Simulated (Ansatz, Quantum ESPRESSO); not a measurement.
Given: the input of a run of Quantum ESPRESSO 7.5 on Se (Selenium). 

The input pw.in:

```
&CONTROL
  calculation = 'scf'
  prefix = 'pwscf'
  outdir = './tmp'
  pseudo_dir = './pseudo'
  tprnfor = .true.
  tstress = .true.
  disk_io = 'low'
/
&SYSTEM
  ibrav = 0
  celldm(1) = 8
  nat = 3
  ntyp = 1
  ecutwfc = 45
  ecutrho = 360
  nbnd = 15
  occupations = 'smearing'
  smearing = 'fd'
  degauss = 0.00367493
/
&ELECTRONS
  conv_thr = 6d-10
  electron_maxstep = 120
  mixing_beta = 0.5
/
ATOMIC_SPECIES
Se    78.9710 se_pbesol_v1.uspp.F.UPF
CELL_PARAMETERS alat
  1.0313652756676   0.0000000000000   0.0000000000000
 -0.5156826378338   0.8931885293085   0.0000000000000
  0.0000000000000   0.0000000000000   1.1701184163683
ATOMIC_POSITIONS crystal
Se     0.7746000000    0.7746000000    0.0000000000
Se     0.0000000000    0.2254000000    0.6666666667
Se     0.2254000000    0.0000000000    0.3333333333
K_POINTS automatic
7 7 6 0 0 0
```

The input pp_density.in:

```
&INPUTPP
  prefix = 'pwscf'
  outdir = './tmp'
  filplot = 'density.dat'
  plot_num = 0
/
&PLOT
  nfile = 1
  filepp(1) = 'density.dat'
  iflag = 3
  output_format = 6
  fileout = 'density.cube'
/
```

File pp_potential.in:

```
&INPUTPP
  prefix = 'pwscf'
  outdir = './tmp'
  filplot = 'potential.dat'
  plot_num = 11
/
&PLOT
  nfile = 1
  filepp(1) = 'potential.dat'
  iflag = 3
  output_format = 6
  fileout = 'potential.cube'
/
```

Potentials or basis: GBRV 1.5 PBEsol.

The run is started by

```bash
$ OMP_NUM_THREADS=1 mpirun -n 2 pw.x -nk 2 -in pw.in > pw.out
$ OMP_NUM_THREADS=1 mpirun -n 1 pp.x -in pp_density.in > pp_density.out
$ OMP_NUM_THREADS=1 mpirun -n 1 pp.x -in pp_potential.in > pp_potential.out
```

Task: Set up the same calculation for Ansatz 0.2.0. Potentials or basis there: Ansatz PAW, cutoff 420 eV.

Result: As run (cutoffs and basis follow the program's own potentials, and thresholds, step limits or extra output files can differ):

The input input.yaml:

```yaml
crystal:
  lattice:
    - [4.3662, 0.0, 0.0]
    - [-2.1831, 3.781240118, 0.0]
    - [0.0, 0.0, 4.9536]
  atoms:
    - { symbol: Se, position: [0.7746, 0.7746, 0.0] }
    - { symbol: Se, position: [0.0, 0.2254, 0.6666666667] }
    - { symbol: Se, position: [0.2254, 0.0, 0.3333333333] }
hamiltonian:
  xc: pbesol
  pseudopotentials: { kind: paw }
kpoints:
  mp_grid: { grid: [7, 7, 6] }
scf:
  occupations: { method: fermi_dirac, width: 0.05 }
output:
  forces: true
  stress: true
  eigenvalues: true
  write_density: true
  write_potential: true
  elf: true
  volumetric_format: npy
```

Potentials or basis: Ansatz PAW.

Command:

```bash
$ ansatz run input.yaml --threads 1 --pin off --max-ram 3584MiB --backend cpu --events-out ev --progress --plain --runs-dir out
```

Both were run:

|  | Quantum ESPRESSO | Ansatz |
| --- | --- | --- |
| Pressure | 0.2 GPa | 0.2 GPa |
| Largest force | 0.296 eV/Å | 0.287 eV/Å |

Ansatz's pressure holds a Pulay term of +0.01 GPa for its cutoff of 420 eV, which the other run lacks.

The potentials hold 18 and 48 valence electrons a cell.

Ansatz's potentials were made for PBE.

Where Ansatz's input types no cutoff or centring, it takes its own default and a Γ-centred mesh.

Pressure is positive in compression.
